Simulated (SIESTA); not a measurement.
The system is Nb.

```
Nb
1.0
    -1.66395    1.66395    1.66395
     1.66395   -1.66395    1.66395
     1.66395    1.66395   -1.66395
Nb
1
Direct
  0.00000 0.00000 0.00000
```

Program: SIESTA 5.4.2. Alike in all runs: task band structure; level PBEsol; no spin polarisation; cell as given; k mesh 11 × 11 × 11; smearing fermi-dirac 0.05 eV; grid cutoff 800 Ry; energy shift 0.003 Ry.

Question: Order these runs on this cell by their pressure, lowest first.
A. potentials or basis PseudoDojo 0.4 standard (PBEsol files), DZ (energy shift 0.003 Ry; two zetas on semicore shells)
B. potentials or basis PseudoDojo 0.4 standard (PBEsol files), SZ (energy shift 0.003 Ry)
C. potentials or basis PseudoDojo 0.4 standard (PBEsol files), SZP (energy shift 0.003 Ry)

Answer: B (-9.7 GPa), A (-6.9 GPa), C (-5.2 GPa).

Caveats: the basis of atomic orbitals isn't converged, which shifts pressures, moduli and gaps; the basis has no polarisation orbitals (some runs).

Runs at the PBE level aren't shown here.
